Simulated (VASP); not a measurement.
The system is Cd.

```
CELL_PARAMETERS angstrom
-1.78432 1.78432 1.78432
1.78432 -1.78432 1.78432
1.78432 1.78432 -1.78432
ATOMIC_POSITIONS crystal
Cd 0.00000 0.00000 0.00000
```

This isn't the form of Cd at room conditions, which is hcp.

```yaml
Program: VASP 6.6.1
Task: relaxation of cell and atoms
Functional: PBE
Potentials_or_basis: VASP PAW PBE potentials, release 64 (Cd)
Cutoff: 600 eV
k_mesh: 10 × 10 × 10
Occupations: fermi-dirac, width 0.05 eV
Spin: no spin polarisation
```

At the start: pressure 1.3 GPa; volume 22.72 Å³/atom.

Task: How do energy, volume and symmetry change on relaxing?

Result: Over 3 steps the energy falls by 3.2 meV/atom and the volume is 23.54 Å³/atom (+3.6 %); space group Im-3m (No. 229, to 0.05 Å).

Step by step:
| step | energy change (eV) | largest force (eV/Å) | pressure (GPa) | volume (Å³) |
| --- | --- | --- | --- | --- |
| 1 | 0.0000 | 0.0000 | 1.28 | 22.72 |
| 2 | -0.0030 | 0.0000 | 0.31 | 23.33 |
| 3 | -0.0032 | 0.0000 | -0.01 | 23.54 |

Final structure:
```
Cd
1.0
    -1.80547    1.80547    1.80547
     1.80547   -1.80547    1.80547
     1.80547    1.80547   -1.80547
Cd
1
Direct
  0.00000 0.00000 0.00000
```
